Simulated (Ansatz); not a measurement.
**NaCl, response to strain**

The reference is NaCl in the rock salt structure (space group Fm-3m, No. 225; a = 5.601 Å). Axes: x, y, z lie along the cube axes.

Strains are applied to the cell and any free atomic positions relax; under biaxial strain the out-of-plane vector relaxes too.

The values are results of PBEsol/PAW in Ansatz (a first-principles code), spin-orbit coupling left out, not measurements.

| biaxial strain, plane normal [001], relaxed out of plane (%) | out-of-plane strain (%) |
|---|---|
| -3 | 1.34 |
| -2.5 | 1.11 |
| -2 | ? |
| -1.5 | 0.66 |
| -1 | 0.44 |
| -0.5 | 0.24 |
| 0 | 0.00 |

Problem. Fit ε⊥ = −νε + γε² (strains in %) to the rows shown and predict the withheld row.

Solution. Least squares on the printed values gives ν = 0.44 (the biaxial Poisson response) and γ = 0.001 (largest residual 0.02 %); this predicts 0.89 %, and the run gives 0.88 %, in agreement.

No phonon test of stability was made.
